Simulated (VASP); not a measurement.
# ZnS in VASP: one cell, several levels of theory, part 2 of 2

VASP 6.6.1, plane waves, PAW. Earlier steps stand in the parts before.

## 3. Single point with r2SCAN

The input, INCAR:

```
ENCUT = 520.000000
SIGMA = 0.010000
EDIFF = 1.00e-07
ALGO = Normal
METAGGA = R2SCAN
PREC = Accurate
IBRION = -1
ISIF = 2
ISMEAR = 0
NBANDS = 16
NELM = 120
NSW = 0
LASPH = .TRUE.
LCHARG = .FALSE.
LWAVE = .FALSE.
LREAL = .FALSE.
```

The input, KPOINTS:

```
KPOINTS created by Atomic Simulation Environment
0
Gamma
8 8 8
0 0 0
```

The input, KPOINTS_OPT:

```
special points
6
Reciprocal
0.0000000000 0.0000000000 0.0000000000 1
-0.5000000000 -0.5000000000 0.0000000000 1
-0.3750000000 -0.3750000000 0.2500000000 1
-0.3750000000 0.0000000000 0.3750000000 1
0.0000000000 0.0000000000 0.5000000000 1
-0.5000000000 -0.2500000000 0.2500000000 1
```

The input, POSCAR:

```
Zn S
 1.0000000000000000
    -0.0565262558000000    2.6914412923000000    2.6914412923000000
     2.6914412923000000   -0.0565262558000000    2.6914412923000000
     2.6914412923000000    2.6914412923000000   -0.0565262558000000
 Zn  S
   1   1
Cartesian
 -0.0093943000730111 -0.0093943000730111 -0.0093943000730111
  1.3409833822730111  1.3409833822730111  1.3409833822730113
```

Started as:

```sh
mpirun -np 1 vasp_std
```

Standard output, without the iteration lines:

```text
POSCAR found type information on POSCAR ZnS
 POSCAR found :  2 types and       2 ions
 -----------------------------------------------------------------------------
|                                                                             |
|                                                                             |
|     You enforced a specific xc type in the INCAR file but a different       |
|     I HOPE YOU KNOW WHAT YOU ARE DOING!                                     |
|                                                                             |
 -----------------------------------------------------------------------------

 LDA part: xc-table for (None), standard interpolation
 POSCAR, INCAR and KPOINTS ok, starting setup
 FFT: planning ... GRIDC
 FFT: planning ... GRID_SOFT
 FFT: planning ... GRID
 WAVECAR not read
 entering main loop
 Start KPOINTS_OPT (optional k-point list driver)
k-point batch [1-6\6]
```

OSZICAR:

```text
N       E                     dE             d eps       ncg     rms          rms(c)
DAV:   1     0.746403747387E+02    0.74640E+02   -0.90758E+03  2080   0.136E+03
DAV:   2    -0.161316905391E+02   -0.90772E+02   -0.84906E+02  2400   0.262E+02
DAV:   3    -0.218776699338E+02   -0.57460E+01   -0.57247E+01  2552   0.650E+01
DAV:   4    -0.219351873669E+02   -0.57517E-01   -0.57503E-01  2584   0.675E+00
DAV:   5    -0.219358138421E+02   -0.62648E-03   -0.62647E-03  2608   0.657E-01    0.686E+00
DAV:   6    -0.188621336686E+02    0.30737E+01   -0.14567E+00  2248   0.371E+01    0.617E+00
DAV:   7    -0.188330234672E+02    0.29110E-01   -0.41709E-01  2616   0.102E+01    0.360E+00
DAV:   8    -0.188492634824E+02   -0.16240E-01   -0.31649E-02  2720   0.169E+00    0.116E+00
DAV:   9    -0.188510709933E+02   -0.18075E-02   -0.30595E-03  2584   0.121E+00    0.100E-01
DAV:  10    -0.188512065795E+02   -0.13559E-03   -0.84481E-04  2584   0.302E-01    0.730E-02
DAV:  11    -0.188512476311E+02   -0.41052E-04   -0.19328E-04  2600   0.335E-01    0.274E-02
DAV:  12    -0.188512524604E+02   -0.48293E-05   -0.56670E-05  2616   0.180E-01    0.925E-03
DAV:  13    -0.188512562565E+02   -0.37961E-05   -0.62624E-06  2720   0.521E-02    0.432E-03
DAV:  14    -0.188512585004E+02   -0.22438E-05   -0.15549E-06  2240   0.105E-02    0.127E-03
DAV:  15    -0.188512587722E+02   -0.27181E-06   -0.21141E-08  1312   0.170E-03    0.110E-03
DAV:  16    -0.188512591161E+02   -0.34396E-06   -0.69675E-09  1184   0.140E-03    0.130E-04
DAV:  17    -0.188512591533E+02   -0.37206E-07   -0.23418E-09  1112   0.369E-04
   1 F= -.18851259E+02 E0= -.18851259E+02  d E =-.452555E-25
       N       E                     dE             ncg
DAV:   1     0.179451922012E+04   -0.31404E+04      192
DAV:   2     0.122751154140E+04   -0.56701E+03      224
DAV:   3     0.119125366604E+04   -0.36258E+02      256
DAV:   4     0.119091928752E+04   -0.33438E+00      224
DAV:   5     0.119091597089E+04   -0.33166E-02      248
DAV:   6     0.119091591489E+04   -0.56002E-04      224
DAV:   7     0.119091591375E+04   -0.11381E-05      248
DAV:   8     0.119091591373E+04   -0.20894E-07      176
```

OUTCAR, selected sections:

```text
k-points           NKPTS =     65   k-points in BZ     NKDIM =     65   number of bands    NBANDS=     16

   NELECT =      18.0000    total number of electrons

   dimension x,y,z NGX =    28 NGY =   28 NGZ =   28
   dimension x,y,z NGXF=    56 NGYF=   56 NGZF=   56

  energy-cutoff  :      520.00
  volume of cell :       40.22
      direct lattice vectors                 reciprocal lattice vectors
    -0.056526256  2.691441292  2.691441292    -0.180021675  0.183883641  0.183883641
     2.691441292 -0.056526256  2.691441292     0.183883641 -0.180021675  0.183883641
     2.691441292  2.691441292 -0.056526256     0.183883641  0.183883641 -0.180021675

 k-points in reciprocal lattice and weights: KPOINTS created by Atomic Simulation Env
   0.00000000  0.00000000  0.00000000       0.002
   0.12500000  0.00000000  0.00000000       0.012
   0.25000000  0.00000000  0.00000000       0.012
   0.37500000  0.00000000  0.00000000       0.012
   0.50000000  0.00000000  0.00000000       0.006
   0.12500000  0.12500000  0.00000000       0.012
   0.25000000  0.12500000  0.00000000       0.023
   0.37500000  0.12500000 -0.00000000       0.023
[... 57 more k-points ...]

 E-fermi :   1.8206

 k-point     1 :       0.0000    0.0000    0.0000
  band No.  band energies     occupation
      1     -11.8837      2.00000
      2      -4.7763      2.00000
      3      -4.7763      2.00000
      4      -4.7614      2.00000
      5      -4.2514      2.00000
      6      -4.2514      2.00000
      7       1.6007      2.00000
      8       1.6007      2.00000
      9       1.7521      2.00000
     10       4.2183      0.00000
     11       8.4362      0.00000
     12       8.4362      0.00000
     13       8.8760      0.00000
     14      13.9399      0.00000
     15      13.9399      0.00000
     16      14.0761      0.00000

 k-point     2 :       0.1250    0.0000    0.0000
  band No.  band energies     occupation
      1     -11.7705      2.00000
      2      -4.7705      2.00000
      3      -4.7545      2.00000
      4      -4.7415      2.00000
      5      -4.2535      2.00000
      6      -4.2519      2.00000
      7       0.5370      2.00000
      8       1.4609      2.00000
      9       1.5963      2.00000
     10       5.0278      0.00000
     11       8.3861      0.00000
     12       8.7017      0.00000
     13       9.0677      0.00000
     14      13.3023      0.00000
     15      13.4082      0.00000
     16      14.8961      0.00000

 k-point     3 :       0.2500    0.0000    0.0000
  band No.  band energies     occupation
      1     -11.4758      2.00000
      2      -4.7173      2.00000
      3      -4.7053      2.00000
      4      -4.6919      2.00000
      5      -4.2526      2.00000
      6      -4.2468      2.00000
      7      -1.1910      2.00000
      8       1.1533      2.00000
      9       1.2840      2.00000
     10       5.6403      0.00000
     11       8.9746      0.00000
     12       9.1188      0.00000
     13       9.3993      0.00000
     14      13.0146      0.00000
     15      13.3252      0.00000
     16      14.4445      0.00000

 k-point     4 :       0.3750    0.0000    0.0000
  band No.  band energies     occupation
      1     -11.1436      2.00000
      2      -4.6646      2.00000
      3      -4.6638      2.00000
      4      -4.4818      2.00000
      5      -4.2403      2.00000
      6      -4.2296      2.00000
      7      -2.7220      2.00000
      8       0.8765      2.00000
      9       1.0037      2.00000
     10       5.5829      0.00000
     11       9.1426      0.00000
     12       9.2728      0.00000
     13      10.3522      0.00000
     14      14.0614      0.00000
     15      14.0745      0.00000
     16      14.5550      0.00000

 k-point     5 :       0.5000    0.0000    0.0000
  band No.  band energies     occupation
      1     -10.9920      2.00000
      2      -4.6520      2.00000
      3      -4.6497      2.00000
      4      -4.2309      2.00000
      5      -4.2234      2.00000
      6      -4.0710      2.00000
      7      -3.6249      2.00000
      8       0.7684      2.00000
      9       0.8943      2.00000
     10       5.5070      0.00000
     11       9.0664      0.00000
     12       9.1845      0.00000
     13      10.9588      0.00000
     14      14.4285      0.00000
     15      15.3665      0.00000
     16      15.7855      0.00000

 k-point     6 :       0.1250    0.1250    0.0000
  band No.  band energies     occupation
      1     -11.7296      2.00000
      2      -4.7869      2.00000
      3      -4.7358      2.00000
      4      -4.7270      2.00000
      5      -4.2670      2.00000
      6      -4.2406      2.00000
      7       0.6244      2.00000
      8       1.1863      2.00000
      9       1.3225      2.00000
     10       5.3557      0.00000
     11       7.8336      0.00000
     12       9.0960      0.00000
     13       9.3488      0.00000
     14      12.2210      0.00000
     15      14.1490      0.00000
     16      15.4043      0.00000

 k-point     7 :       0.2500    0.1250    0.0000
  band No.  band energies     occupation
      1     -11.4921      2.00000
      2      -4.7716      2.00000
      3      -4.6839      2.00000
      4      -4.6770      2.00000
      5      -4.2748      2.00000
      6      -4.2303      2.00000
      7      -0.7058      2.00000
      8       0.8923      2.00000
      9       0.9932      2.00000
     10       6.1517      0.00000
     11       7.6331      0.00000
     12       9.5280      0.00000
     13       9.8852      0.00000
     14      11.8550      0.00000
     15      14.1852      0.00000
     16      15.8974      0.00000

 k-point     8 :       0.3750    0.1250   -0.0000
  band No.  band energies     occupation
      1     -11.1671      2.00000
      2      -4.6919      2.00000
      3      -4.6365      2.00000
      4      -4.5647      2.00000
      5      -4.2521      2.00000
      6      -4.2178      2.00000
      7      -2.2147      2.00000
      8       0.5283      2.00000
      9       0.7016      2.00000
     10       6.2724      0.00000
     11       8.3308      0.00000
     12       9.6503      0.00000
     13       9.9404      0.00000
     14      13.0866      0.00000
     15      15.0138      0.00000
     16      15.3245      0.00000

 k-point     9 :       0.5000    0.1250   -0.0000
  band No.  band energies     occupation
      1     -10.9496      2.00000
      2      -4.6507      2.00000
      3      -4.6200      2.00000
      4      -4.3116      2.00000
      5      -4.2210      2.00000
      6      -4.0975      2.00000
      7      -3.3416      2.00000
      8       0.1905      2.00000
      9       0.6475      2.00000
     10       6.2064      0.00000
     11       8.4996      0.00000
     12       9.6929      0.00000
     13      10.7499      0.00000
     14      14.1529      0.00000
     15      15.5953      0.00000
     16      15.7818      0.00000

 k-point    10 :      -0.3750    0.1250   -0.0000
  band No.  band energies     occupation
      1     -11.0047      2.00000
      2      -4.6475      2.00000
      3      -4.6325      2.00000
      4      -4.3494      2.00000
      5      -4.2405      2.00000
      6      -4.1970      2.00000
      7      -3.0206      2.00000
      8       0.0598      2.00000
      9       0.8457      2.00000
     10       6.2692      0.00000
     11       8.6796      0.00000
     12       9.5597      0.00000
     13      10.6229      0.00000
     14      13.9886      0.00000
     15      14.8781      0.00000
     16      15.9068      0.00000

 k-point    11 :      -0.2500    0.1250   -0.0000
  band No.  band energies     occupation
      1     -11.2874      2.00000
      2      -4.6809      2.00000
      3      -4.6661      2.00000
      4      -4.6342      2.00000
      5      -4.2630      2.00000
      6      -4.2275      2.00000
      7      -1.7215      2.00000
      8       0.2339      2.00000
      9       1.1944      2.00000
     10       6.3567      0.00000
     11       8.8668      0.00000
     12       9.3139      0.00000
     13       9.5459      0.00000
     14      12.5675      0.00000
     15      14.4974      0.00000
     16      15.5766      0.00000

 k-point    12 :      -0.1250    0.1250    0.0000
  band No.  band energies     occupation
      1     -11.5986      2.00000
      2      -4.7563      2.00000
      3      -4.7197      2.00000
      4      -4.7070      2.00000
      5      -4.2641      2.00000
      6      -4.2414      2.00000
      7      -0.3273      2.00000
      8       0.7862      2.00000
      9       1.5065      2.00000
     10       5.8633      0.00000
     11       8.2359      0.00000
     12       9.1417      0.00000
     13       9.3548      0.00000
     14      12.4721      0.00000
     15      13.5409      0.00000
     16      15.9812      0.00000

[... the tables of k-points 13 to 65 left out ...]

  Total       -0.5092886     -0.5092886     -0.5092886      0.2513513      0.2513513      0.2513513
  in kB      -20.2871542    -20.2871542    -20.2871542     10.0124012     10.0124012     10.0124012
  external PRESSURE =     -20.2871542 kB  Pullay stress =       0.0000000 kB

 POSITION                                       TOTAL-FORCE (eV/Angst)
 -----------------------------------------------------------------------------------
      5.31696      5.31696      5.31696        -0.003355     -0.003355     -0.003355
      1.34098      1.34098      1.34098         0.003355      0.003355      0.003355
 -----------------------------------------------------------------------------------
    total drift:                               -0.006101     -0.006101     -0.006101

  FREE ENERGIE OF THE ION-ELECTRON SYSTEM (eV)
  ---------------------------------------------------
  free  energy   TOTEN  =       -18.8512591533 eV

  energy  without entropy=      -18.8512591533  energy(sigma->0) =      -18.85125915
```

Hardware: 1 MPI rank of Intel Xeon Platinum 8488C, shared host.

The levels at the points of KPOINTS_OPT are read from vasprun.xml.

Levels at the named points, in eV from the top of band v (v: the last filled band by count, c: the next):

```csv
point,v−1,v,c,c+1
Γ,-0.15,0.00,2.47,6.68
X,-2.41,-2.19,3.63,4.43
U,-3.14,-1.99,4.27,6.48
K,-3.24,-1.79,4.59,6.10
L,-0.98,-0.86,3.76,7.31
W,-2.86,-2.76,5.90,6.44
```

The r2SCAN gap is 2.47 eV, direct at Γ. Pressure: -2.03 GPa; the forces vanish within 0.01 eV/Å.

## 4. What came out

What follows sums up all 2 parts.

| level | gap (eV) | pressure (GPa) | Ansatz: gap (eV) | Ansatz: pressure (GPa) |
| --- | --- | --- | --- | --- |
| PBE | 1.92 | 0.34 | 1.91 | 0.18 |
| r2SCAN | 2.47 | -2.03 | 2.46 | -2.04 |

What this shows: The gap spans 1.92 eV (PBE) to 2.47 eV (r2SCAN). The pressure is highest with PBE (0.3 GPa) and lowest with r2SCAN (-2.0 GPa), which orders the cells that they would relax to. The two programs agree on the gap within 0.02 eV, far less than the spread between functionals. The two codes have different PAW datasets and cutoffs.
